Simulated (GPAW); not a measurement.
Crystal: Hf2S.

```
CELL_PARAMETERS angstrom
3.37427 0.00000 0.00000
-1.68714 2.92221 0.00000
0.00000 0.00000 11.71741
ATOMIC_POSITIONS crystal
Hf 0.33333 0.66667 0.10019
Hf 0.66667 0.33333 0.60019
Hf 0.33333 0.66667 0.39981
Hf 0.66667 0.33333 0.89981
S 0.00000 0.00000 0.25000
S 0.00000 0.00000 0.75000
```

The cell comes from a database or a generator and needn't be the stable form of this composition.

Base run:

* Program: GPAW 26.7.0
* Functional: PBEsol
* Potentials or basis: PAW data sets generated in the run's folder for this functional
* Cutoff: 600 eV
* Basis: pw
* k mesh: 6 × 6 × 2
* Occupations: fermi-dirac, width 0.05 eV
* Spin: no spin polarisation

Its results: pressure -2.6 GPa; largest force 0.228 eV/Å.

Problem. The run is repeated on the same cell with these changes: functional from PBEsol to LDA; potentials or basis from PAW data sets generated in the run's folder for this functional to the program's PAW data sets (release 1.2.1) made for this functional. What comes out?

Solution. Pressure -6.2 GPa; largest force 0.221 eV/Å.
